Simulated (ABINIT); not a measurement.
# Si2W (I4/mmm) in ABINIT: equation of state

Aim: energy against volume of Si2W in PBEsol, for its equilibrium volume and stiffness.

Everything below comes from runs of ABINIT 10.8.3 (patched build). Logs are shortened: lines on timing, memory, paths and dates and some standing lists are left out, and cuts for length are marked. The log counts tension as positive stress, the text compression.

**1. The crystal as given**

It takes space group I4/mmm (No. 139, tetragonal). The conventional cell has a = 3.214 Å, b = 3.214 Å, c = 7.830 Å, α = 90.00°, β = 90.00°, γ = 90.00°. W (site symmetry 4/mmm) has 10 Si at 2.62 Å as nearest neighbours. Si (site symmetry 4mm) is surrounded by 5 Si at 2.59 to 2.63 Å and 5 W at 2.62 Å.

**2. Equation of state, PBEsol**

run.abi

```
# Datasets: one volume each
ndtset 7
getwfk -1
scalecart1 3*0.9795861087
scalecart2 3*0.9864848297
scalecart3 3*0.9932883884
scalecart4 3*1.0000000000
scalecart5 3*1.0066227096
scalecart6 3*1.0131594038
scalecart7 3*1.0196128224

# Pseudopotentials
pp_dirpath "./"
pseudos "W.upf, Si.upf"

# Structure
acell 3*1.0
rprim
    -3.0366009097     3.0366009097     7.3981832916
     3.0366009097    -3.0366009097     7.3981832916
     3.0366009097     3.0366009097    -7.3981832916
ntypat 2
znucl 74 14
natom 3
typat 1 2 2
xred
     0.0000000000     0.0000000000     0.0000000000
     0.6653000000     0.6653000000     0.0000000000
     0.3347000000     0.3347000000     0.0000000000

# Plane-wave basis
ecut 37.0

# k points
kptopt 1
ngkpt 12 12 12
nshiftk 1
shiftk 0.0 0.0 0.0

# Exchange and correlation
ixc -116133

# Bands and occupations
nband 15
occopt 3
tsmear 0.00183747

# SCF cycle
nstep 100
tolvrs 1.0e-10

# Output
iomode 3
prtwf 1
prtden 0
prteig 0
prtebands 0
```

Potentials or basis: PseudoDojo NC SR PBEsol v0.4.1 standard.

Run with:

```sh
abinit run.abi > log 2>&1
```

run.abo:

```text
.Version 10.8.3 of ABINIT
 DATASET    1 : space group I4/m m m (#139); Bravais tI (body-center tetrag.)
================================================================================
 Values of the parameters that define the memory need for DATASET  1.
     intxc =       0    ionmov =       0      iscf =       7    lmnmax =       8
     lnmax =       8     mgfft =      48  mpssoang =       4    mqgrid =    3001
     natom =       3  nloc_mem =       1    nspden =       1   nspinor =       1
    nsppol =       1      nsym =      16    n1xccc =    2501    ntypat =       2
    occopt =       3   xclevel =       2
       mpw =        2778          nfft =      110592          nkpt =         163
================================================================================
================================================================================
[... 61 lines left out ...]
 DATASET    7 : space group I4/m m m (#139); Bravais tI (body-center tetrag.)
================================================================================
 Values of the parameters that define the memory need for DATASET  7.
     intxc =       0    ionmov =       0      iscf =       7    lmnmax =       8
     lnmax =       8     mgfft =      48  mpssoang =       4    mqgrid =    3001
     natom =       3  nloc_mem =       1    nspden =       1   nspinor =       1
    nsppol =       1      nsym =      16    n1xccc =    2501    ntypat =       2
    occopt =       3   xclevel =       2
       mpw =        3144          nfft =      110592          nkpt =         163
================================================================================
================================================================================

--------------------------------------------------------------------------------
------------- Echo of variables that govern the present computation ------------
--------------------------------------------------------------------------------
 -outvars: echo values of preprocessed input variables --------
            acell      1.0000000000E+00  1.0000000000E+00  1.0000000000E+00 Bohr
              amu      1.83850000E+02  2.80855000E+01
             ecut      3.70000000E+01 Hartree
           getwfk          -1
                       outvar_i_n : Printing only first  50 k-points.
              ixc     -116133
           jdtset        1    2    3    4    5    6    7
                       outvar_i_n : Printing only first  50 k-points.
         kptrlatt       12    0    0      0   12    0      0    0   12
          kptrlen1     7.13906897E+01
          kptrlen2     7.18934576E+01
          kptrlen3     7.23892902E+01
          kptrlen4     7.28784218E+01
          kptrlen5     7.33610745E+01
          kptrlen6     7.38374584E+01
          kptrlen7     7.43077734E+01
            natom           3
            nband          15
           ndtset           7
            ngfft          48      48      48
[... 79 lines left out ...]
                       3.3470000000E-01  3.3470000000E-01  6.1576929561E-18
            znucl       74.00000   14.00000

================================================================================

 chkinp: Checking input parameters for consistency, jdtset=   1.

 chkinp: Checking input parameters for consistency, jdtset=   2.
[... 29 lines left out ...]
 getcut: wavevector=  0.0000  0.0000  0.0000  ngfft=  48  48  48
         ecut(hartree)=     37.000   => boxcut(ratio)=   2.09197

--- Pseudopotential description ------------------------------------------------
- pspini: atom type   1  psp file is ./W.upf
12 -116133 3 -1 1396                          pspcod,pspxc,lmax,lloc,mmax
     nproj     2     2     2     2

- pspini: atom type   2  psp file is ./Si.upf
12 -116133 2 -1 1510                          pspcod,pspxc,lmax,lloc,mmax
     nproj     2     2     2     0

   5.99346954E+02                                ecore*ucvol(ha*bohr**3)
--------------------------------------------------------------------------------

================================================================================

--- !BeginCycle
iteration_state: {dtset: 1, }
solver: {iscf: 7, nstep: 100, nline: 4, wfoptalg: 0, }
tolerances: {tolvrs: 1.00E-10, }
...
[... 1055 lines left out ...]
-Cartesian components of stress tensor (GPa)         [Pressure= -1.3546E+01 GPa]
- sigma(1 1)=  1.32125868E+01  sigma(3 2)=  0.00000000E+00
- sigma(2 2)=  1.32125868E+01  sigma(3 1)=  0.00000000E+00
- sigma(3 3)=  1.42123496E+01  sigma(2 1)=  0.00000000E+00

== END DATASET(S) ==============================================================
================================================================================

 -outvars: echo values of variables after computation  --------
            acell      1.0000000000E+00  1.0000000000E+00  1.0000000000E+00 Bohr
           etotal1    -8.4340525815E+01
           etotal2    -8.4342583450E+01
           etotal3    -8.4343597765E+01
           etotal4    -8.4343675385E+01
           etotal5    -8.4342912347E+01
           etotal6    -8.4341395126E+01
           etotal7    -8.4339201365E+01
            fcart1    -0.0000000000E+00 -2.8912057933E-19 -0.0000000000E+00
                       3.2172961118E-19  3.2609031853E-20  3.8814275819E-03
                      -3.2172961118E-19  2.5651154748E-19 -3.8814275819E-03
            fcart2    -3.3759298389E-19 -4.8215327355E-19 -1.4456028966E-19
                      -1.0804933258E-18 -7.9137274651E-19  2.6723327286E-03
                       1.4180863097E-18  1.2735260201E-18 -2.6723327286E-03
            fcart3    -0.0000000000E+00 -0.0000000000E+00 -0.0000000000E+00
                       3.3140230901E-19  5.4824274351E-19  1.5356263052E-03
                      -3.3140230901E-19 -5.4824274351E-19 -1.5356263052E-03
            fcart4     3.4637912813E-31  3.4637912813E-31  2.1325800514E-31
[... 52 lines left out ...]
           xangst3     0.0000000000E+00  0.0000000000E+00  0.0000000000E+00
                      -2.8608715551E-16  2.5636579750E-16  5.1742701214E+00
                      -3.0954972643E-17  1.6002712719E-17  2.6030786256E+00
           xangst4     0.0000000000E+00  0.0000000000E+00  0.0000000000E+00
                      -5.9880099207E-17  1.3157816673E-16  5.2092324665E+00
                       2.8863884685E-17  7.2060735279E-18  2.6206675282E+00
           xangst5     0.0000000000E+00  0.0000000000E+00  0.0000000000E+00
                       7.6534507837E-17 -1.2383024481E-16  5.2437317003E+00
                      -2.8951204097E-17  5.1576024692E-18  2.6380234482E+00
           xangst6     0.0000000000E+00  0.0000000000E+00  0.0000000000E+00
                      -1.9694103320E-17  1.7214701348E-17  5.2777828600E+00
                       1.7830731930E-17 -1.9078072739E-17  2.6551539505E+00
           xangst7     0.0000000000E+00  0.0000000000E+00  0.0000000000E+00
                       1.1512203487E-16 -9.3024552713E-17  5.3114002177E+00
                       1.8986066069E-17 -7.8692356487E-18  2.6720662150E+00
             xred      0.0000000000E+00  0.0000000000E+00  0.0000000000E+00
                       6.6530000000E-01  6.6530000000E-01  1.2239955553E-17
                       3.3470000000E-01  3.3470000000E-01  6.1576929561E-18
 Calculation completed.
```

Wall time 29 min (1 thread of Arm Neoverse V2, shared host); peak memory 0.24 GiB.

What came out:

| Quantity | Value |
| --- | --- |
| Equilibrium volume | 13.37 Å³/atom |
| Bulk modulus at fixed shape and positions | 235 GPa |
| Pressure derivative of the bulk modulus | 4.4 |

Energy against volume, from the lowest point:
| volume (Å³/atom) | energy (meV/atom) |
| --- | --- |
| 12.670 | 28.57 |
| 12.939 | 9.90 |
| 13.209 | 0.70 |
| 13.479 | 0.00 |
| 13.748 | 6.92 |
| 14.018 | 20.68 |
| 14.287 | 40.58 |

Caveat: pressures at fixed basis lie under the slope of the energies; the cell was scaled at fixed shape and fractional positions, which overstates the stiffness of a crystal with free parameters, most of all of layers and chains.
